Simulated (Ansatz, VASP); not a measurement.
# Two plane-wave programs on SnTe

Contents of INCAR:

```
SYSTEM = SnTe
PREC = Accurate
ENCUT = 520
EDIFF = 1E-7
ISMEAR = 0
SIGMA = 0.05
LREAL = .False.
LASPH = .True.
NELM = 60
ALGO = Normal
ISIF = 2
LWAVE = .False.
LCHARG = .False.
GGA = PE
NBANDS = 17
```

Contents of KPOINTS:

```
Automatic mesh
0
Gamma
  10 10 10
  0 0 0
```

The input POSCAR:

```
SnTe
1.0
    0.0000000000      3.2473192023      3.2473192023
    3.2473192023      0.0000000000      3.2473192023
    3.2473192023      3.2473192023      0.0000000000
Sn Te
1 1
Direct
    0.5000000000      0.5000000000      0.5000000000
    0.0000000000      0.0000000000      0.0000000000
```

Input for Ansatz:

```yaml
crystal:
  lattice:
    - [0.0, 3.2473192023, 3.2473192023]
    - [3.2473192023, 0.0, 3.2473192023]
    - [3.2473192023, 3.2473192023, 0.0]
  atoms:
    - { symbol: Sn, position: [0.5, 0.5, 0.5] }
    - { symbol: Te, position: [0.0, 0.0, 0.0] }
basis:
  ecutwfc: 420
  ecutrho_ratio: 4
kpoints:
  mp_grid: { grid: [10, 10, 10] }
hamiltonian:
  xc: pbe
scf:
  occupations: { method: gaussian, width: 0.05 }
output:
  forces: true
  stress: true
  eigenvalues: true
  write_density: true
  write_potential: true
  elf: true
  volumetric_format: npy
```

Alike in both runs: task single point; functional PBE; k mesh 10 × 10 × 10; occupations gaussian, width 0.05 eV; no spin polarisation.

|  | VASP | Ansatz |
| --- | --- | --- |
| version | VASP 6.6.1 | Ansatz 0.2.0 |
| potentials or method | VASP PAW PBE potentials, release 64 (Sn_d, Te) | scalar-relativistic, plane waves, PAW |
| plane-wave cutoff (eV) | 520 | 420 |
| valence electrons in the cell | 20 | 30 |

|  | VASP | Ansatz | Ansatz less VASP |
| --- | --- | --- | --- |
| gap on the k mesh at the Fermi level (eV) | 0.16 | 0.16 | +0.001 |
| least direct gap on the mesh (eV) | 0.16 | 0.16 | +0.001 |
| pressure (GPa) | -1.5 | -1.5 | +0.03 |

The two sets of potentials don't hold the same shells in valence.

Caveats: spin-orbit coupling is left out, which moves the levels of the heavy elements.
